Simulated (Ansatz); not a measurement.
# InAs: the cost of one run

Method: DFT PBE, scalar-relativistic, plane waves, PAW, in Ansatz 0.2.0.

1 further run of the same task is left out (set aside as unsound or not needed).

### Step 1. The starting structure

Symmetry: P-6m2, No. 187, hexagonal system. Conventional cell: a = 3.985 Å, b = 3.985 Å, c = 20.000 Å, α = 90.00°, β = 90.00°, γ = 120.00°. In (site symmetry 3m) is surrounded by 3 As at 2.63 Å and 1 In at 2.79 Å. As (site symmetry 3m) is surrounded by 3 In at 2.63 Å.

As a file:

```
In As
1.0
     3.98473    0.00000    0.00000
    -1.99237    3.45088    0.00000
     0.00000    0.00000   20.00000
In As
2 2
Direct
  0.00000 0.00000 0.56972
  0.00000 0.00000 0.43028
  0.33333 0.66667 0.63330
  0.33333 0.66667 0.36670
```

A structure generator made this guess: species swapped into a sheet modelled on a layer of InSe, with As on the Se sites. Lengths come from tabulated atomic sizes and are only a guess.

It is a sheet, periodic along a and b, with vacuum along c; volumes and pressures of the box carry no meaning, and space groups named for it are those of the box.

### Step 2. Probe: one point on a coarse mesh

input.yaml reads:

```yaml
crystal:
  lattice:
    - [3.98473183, 0.0, 0.0]
    - [-1.99236641, 3.45087924, 0.0]
    - [0.0, 0.0, 20.0]
  atoms:
    - { symbol: In, position: [0.0, 0.0, 0.56971766] }
    - { symbol: In, position: [0.0, 0.0, 0.43028234] }
    - { symbol: As, position: [0.33333333, 0.66666667, 0.63330451] }
    - { symbol: As, position: [0.33333333, 0.66666667, 0.36669549] }
  periodic: [true, true, false]
basis:
  ecutwfc: 420
kpoints:
  mp_grid: { grid: [6, 6, 1] }
hamiltonian:
  xc: pbe
scf:
  occupations: { method: gaussian, width: 0.1 }
  lower_state_search: "off"
output:
  forces: true
  stress: true
  eigenvalues: true
```

On the command line:

```sh
> ansatz run input.yaml --threads 1 --pin off --max-ram 2560MiB --backend cpu --events-out ev --progress --plain --runs-dir out
```

**Question.** How long does this run take on 1 thread of Arm Neoverse V2, shared host, and how much memory does it need?

About 7.3 s, with a peak of 0.53 GiB.
